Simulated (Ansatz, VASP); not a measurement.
**Two plane-wave programs on Sn2O**

Contents of POSCAR:

```
Sn2O
1.0
    5.7959285464      0.0000000000      0.0000000000
    0.0000000000      5.7959285464      0.0000000000
    0.0000000000      0.0000000000      3.7331633802
Sn O
4 2
Direct
    0.3060000000      0.3060000000      0.0000000000
    0.1940000000      0.8060000000      0.5000000000
    0.6940000000      0.6940000000      0.0000000000
    0.8060000000      0.1940000000      0.5000000000
    0.0000000000      0.0000000000      0.0000000000
    0.5000000000      0.5000000000      0.5000000000
```

The input INCAR.step1:

```
SYSTEM = Sn2O
PREC = Accurate ; ENCUT = 520
ISMEAR = 0 ; SIGMA = 0.1
LREAL = .FALSE. ; LASPH = .TRUE.
NELM = 100 ; NBANDS = 43
GGA = PE ; ALGO = Normal
EDIFF = 1E-4 ; LWAVE = .TRUE.
LCHARG = .FALSE.
```

The input INCAR.step2:

```
SYSTEM = Sn2O
PREC = Accurate ; ENCUT = 520
EDIFF = 1E-7 ; ISMEAR = 0
SIGMA = 0.1 ; LREAL = .FALSE.
LASPH = .TRUE. ; NELM = 100
ALGO = Normal ; ISIF = 2
LWAVE = .FALSE. ; LCHARG = .TRUE.
METAGGA = R2SCAN ; LMIXTAU = .TRUE.
LELF = .TRUE. ; LVHAR = .TRUE.
NBANDS = 43 ; ISTART = 1
```

The input KPOINTS:

```
regular mesh
0
G
  4 4 6
  0 0 0
```

Input for Ansatz:

```yaml
crystal:
  lattice:
    - [5.7959285464, 0.0, 0.0]
    - [0.0, 5.7959285464, 0.0]
    - [0.0, 0.0, 3.7331633802]
  atoms:
    - { symbol: Sn, position: [0.306, 0.306, 0.0] }
    - { symbol: Sn, position: [0.194, 0.806, 0.5] }
    - { symbol: Sn, position: [0.694, 0.694, 0.0] }
    - { symbol: Sn, position: [0.806, 0.194, 0.5] }
    - { symbol: O, position: [0.0, 0.0, 0.0] }
    - { symbol: O, position: [0.5, 0.5, 0.5] }
basis:
  ecutwfc: 500
kpoints:
  mp_grid: { grid: [4, 4, 6] }
hamiltonian:
  xc: r2scan
scf:
  occupations: { method: gaussian, width: 0.1 }
  lower_state_search: "off"
output:
  forces: true
  stress: true
  eigenvalues: true
```

Alike in both runs: task single point; functional r2SCAN; k mesh 4 × 4 × 6; occupations gaussian, width 0.1 eV; no spin polarisation.

|  | VASP | Ansatz |
| --- | --- | --- |
| version | VASP 6.6.1 | Ansatz 0.2.0 |
| potentials or method | VASP PAW PBE potentials, release 64 (Sn_d, O) | scalar-relativistic, plane waves, PAW |
| plane-wave cutoff (eV) | 520 | 500 |
| valence electrons in the cell | 68 | 68 |

```tsv
	VASP	Ansatz	Ansatz less VASP
gap on the k mesh at the Fermi level (eV)	none	none	-
pressure (GPa)	1.1	0.9	-0.16
largest component of the traceless stress (GPa)	0.99	1.06	+0.069
rms of the force components (eV/Å)	0.225	0.218	-0.0072
```

Atom by atom the forces differ by 0.007 eV/Å (rms over components). A gap of «none» marks a metal or a gap that the smearing closes. The functional is the same, so the differences come from potentials, cutoffs and numerics.

Caveats: the PAW data sets were made with another functional, which shifts forces and pressure a little (VASP).
